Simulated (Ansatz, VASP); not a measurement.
Two plane-wave programs on BeS

Contents of INCAR:

```
SYSTEM = BeS
  PREC = Accurate
  ENCUT = 520
  EDIFF = 1E-6
  ISMEAR = -1
  SIGMA = 0.02
  LREAL = .False.
  LASPH = .True.
  NELM = 100
  ALGO = Normal
  ISIF = 2
  LWAVE = .False.
  LCHARG = .False.
  GGA = PS
  NBANDS = 11
```

KPOINTS

```
Automatic mesh
0
Gamma
  6 6 6
  0 0 0
```

The input POSCAR:

```
BeS
1.0
    2.9413850405      0.0000000000      0.0000000000
    0.0000000000      2.9413850405      0.0000000000
    0.0000000000      0.0000000000      2.9413850405
Be S
1 1
Direct
    0.0000000000      0.0000000000      0.0000000000
    0.5000000000      0.5000000000      0.5000000000
```

Input for Ansatz:

```yaml
crystal:
  lattice:
    - [2.9413850405, 0.0, 0.0]
    - [0.0, 2.9413850405, 0.0]
    - [0.0, 0.0, 2.9413850405]
  atoms:
    - { symbol: Be, position: [0.0, 0.0, 0.0] }
    - { symbol: S, position: [0.5, 0.5, 0.5] }
kpoints:
  mp_grid: { grid: [6, 6, 6] }
hamiltonian:
  xc: pbesol
scf:
  occupations: { method: fermi_dirac, width: 0.02 }
  n_extra_bands: 4
output:
  forces: true
  stress: true
  eigenvalues: true
```

The cell was built by a generator and needn't be a form met in nature.

Alike in both runs: task single point; functional PBEsol; k mesh 6 × 6 × 6; occupations fermi-dirac, width 0.02 eV; no spin polarisation.

|  | VASP | Ansatz |
| --- | --- | --- |
| version | VASP 6.6.1 | Ansatz 0.2.0 |
| potentials or method | VASP PAW PBE potentials, release 64 (Be, S) | plane waves, PAW |
| plane-wave cutoff (eV) | 520 | 420 |
| valence electrons in the cell | 8 | 8 |

```csv
,VASP,Ansatz,Ansatz less VASP
pressure (GPa),-4.9,-5.0,-0.11
```

Caveats: the PAW data sets were made with another functional, which shifts forces and pressure a little (VASP).
